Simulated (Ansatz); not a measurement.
# Mo16H: the cost of one run

Program: Ansatz 0.2.0. Level of theory: DFT PBE, scalar-relativistic, plane waves, PAW. These are calculated values, not measurements.

The COD entry's cell or inner coordinates are ideal or old and differ from later refinements, so a difference from it is no clean test against experiment.

2 further runs of the same task are left out: 2 set aside as unsound or not needed.

## (1) Starting point

The structure is tetragonal, space group P4mm (No. 99). Conventional cell: a = 6.321 Å, b = 6.321 Å, c = 20.088 Å, α = 90.00°, β = 90.00°, γ = 90.00°. Mo (site symmetry m) is surrounded by 4 Mo at 2.74 Å. Mo (site symmetry 4mm) is surrounded by 9 Mo at 2.74 to 3.01 Å. Mo (site symmetry 2mm) has 9 Mo at 2.74 to 3.01 Å as nearest neighbours. Mo (site symmetry m) is surrounded by 8 Mo at 2.63 to 2.77 Å. Mo (site symmetry 4mm) has 1 H at 1.86 Å as nearest neighbours. Around Mo (site symmetry 2mm) lie 5 Mo at 2.63 to 3.01 Å. Mo (site symmetry 4mm) has 5 Mo at 2.63 to 3.01 Å as nearest neighbours. Only part of the 9 independent sites is listed.

As a file:

```xyz
17
Lattice="6.3209 0.0000 0.0000 0.0000 6.3209 0.0000 0.0000 0.0000 20.0884" Properties=species:S:1:pos:R:3 pbc="T T T"
Mo    1.5802    1.5802    4.0000
Mo    1.5802    4.7407    4.0000
Mo    4.7407    1.5802    4.0000
Mo    4.7407    4.7407    4.0000
Mo    0.0000    0.0000    5.5802
Mo    0.0000    3.1605    5.5802
Mo    3.1605    0.0000    5.5802
Mo    3.1605    3.1605    5.5802
Mo    1.5802    1.5802    7.2112
Mo    1.5802    4.7407    7.2112
Mo    4.7407    1.5802    7.2112
Mo    4.7407    4.7407    7.2112
Mo    0.0000    0.0000    8.5884
Mo    0.0000    3.1605    8.5884
Mo    3.1605    0.0000    8.5884
Mo    3.1605    3.1605    8.5884
H     0.0000    0.0000   10.4484
```

This is the geometry of the first run shown, built on a cell relaxed beforehand with the same method.

## (2) What is varied

Atoms count from 1 in the order of the input.

H is moved over the surface cell; relaxed at each place: the height of the adsorbate's atoms; substrate rigid; the origin of the map has the adsorbate above Mo13.

First coordinate, position of H17 along the first surface vector, from above Mo13: 8 values from 0.000 to 0.875, periodic. Second coordinate, position of H17 along the second surface vector, from above Mo13: 8 values from 0.000 to 0.875, periodic.

Relaxed at each point: the height of the adsorbate's atoms; substrate rigid. Points are written as (first, second).

The two vectors of the plane (Å): (3.160, 0.000, 0.000); (0.000, 3.160, 0.000).

## (3) The run at (0/8, 0/8) of the map's two axes

Input file input.yaml:

```yaml
crystal:
  lattice:
    - [6.3209357483, 0.0, 0.0]
    - [0.0, 6.3209357483, 0.0]
    - [0.0, 0.0, 20.0883894453]
  atoms:
    - { symbol: Mo, position: [0.25, 0.25, 0.1991199947] }
    - { symbol: Mo, position: [0.25, 0.75, 0.1991199947] }
    - { symbol: Mo, position: [0.75, 0.25, 0.1991199947] }
    - { symbol: Mo, position: [0.75, 0.75, 0.1991199947] }
    - { symbol: Mo, position: [0.0, 0.0, 0.2777840379] }
    - { symbol: Mo, position: [0.0, 0.5, 0.2777840379] }
    - { symbol: Mo, position: [0.5, 0.0, 0.2777840379] }
    - { symbol: Mo, position: [0.5, 0.5, 0.2777840379] }
    - { symbol: Mo, position: [0.25, 0.25, 0.3589730499] }
    - { symbol: Mo, position: [0.25, 0.75, 0.3589730499] }
    - { symbol: Mo, position: [0.75, 0.25, 0.3589730499] }
    - { symbol: Mo, position: [0.75, 0.75, 0.3589730499] }
    - { symbol: Mo, position: [0.0, 0.0, 0.4275300152] }
    - { symbol: Mo, position: [0.0, 0.5, 0.4275300152] }
    - { symbol: Mo, position: [0.5, 0.0, 0.4275300152] }
    - { symbol: Mo, position: [0.5, 0.5, 0.4275300152] }
    - { symbol: H, position: [0.0, 0.0, 0.5201208128] }
basis:
  ecutwfc: 420
kpoints:
  mp_grid: { grid: [4, 4, 1] }
hamiltonian:
  xc: pbe
  pseudopotentials: { kind: paw, azcp: { folder: soft_1 } }
scf:
  occupations: { method: gaussian, width: 0.1 }
output:
  forces: true
  eigenvalues: true
relax:
  adjacent_minimum: "off"
  f_tol: 0.025
  max_steps: 16
  constraints:
    - { sites: [0, 1, 2, 3, 4, 5, 6, 7, 8, 9, 10, 11, 12, 13, 14, 15] }
    - { sites: [16], fix: xy }
efield:
  axis: 3
  dipole_correction: true
  ramp_width: 0.04
```

Run with:

```console
ansatz run input.yaml --threads 4 --pin off --max-ram 12288MiB --backend cpu --events-out ev --progress --plain --runs-dir out
```

What time and memory should one allow on 4 threads of Intel Xeon Platinum 8488C (Sapphire Rapids), shared host?

About 65 s, with a peak of 2.1 GiB.
